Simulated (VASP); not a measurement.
Wanted: the native input for a VASP 6.6.1 run.

```yaml
Task: single point
Functional: PBE
Potentials_or_basis: VASP PAW PBE potentials, release 64 (Al, Pt)
Cutoff: 520 eV
k_mesh: 6 × 6 × 6
Occupations: gaussian, width 0.1 eV
Spin: no spin polarisation
Dipole_correction: no
Further_INCAR_settings: ALGO = Fast; EDIFF = 1e-06; NBANDS = 15
```

The structure of Al2Pt lies in POSCAR:

```
Al2Pt
1.0
    0.0000000000      2.9550000000      2.9550000000
    2.9550000000      0.0000000000      2.9550000000
    2.9550000000      2.9550000000      0.0000000000
Al Pt
2 1
Direct
    0.2500000000      0.2500000000      0.2500000000
    0.7500000000      0.7500000000      0.7500000000
    0.0000000000      0.0000000000      0.0000000000
```

One way to write it, as run:

INCAR

```
SYSTEM = Al2Pt
PREC = Accurate
ENCUT = 520
EDIFF = 1E-6
ISMEAR = 0
SIGMA = 0.1
LREAL = .FALSE.
LASPH = .TRUE.
NELM = 80
ALGO = Fast
ISIF = 2
LWAVE = .FALSE.
LCHARG = .FALSE.
GGA = PE
NBANDS = 15
```

KPOINTS

```
Automatic mesh
0
G
  6 6 6
  0 0 0
```

Potentials or basis: VASP PAW PBE potentials, release 64 (Al, Pt).

Launch:

```console
$ cat potpaw_PBE.64/Al/POTCAR potpaw_PBE.64/Pt/POTCAR > POTCAR
$ mpirun -np 1 vasp_std > vasp.out
```

It gave:

| Quantity | Value |
| --- | --- |
| Pressure | 2.2 GPa |
| Band gap on the k mesh | none (metal or under the smearing width) |

It used 9.5 s of CPU time on 1 thread of Intel(R) Xeon(R) Platinum 8559C (Emerald Rapids) (shared host), which was overloaded at the time.
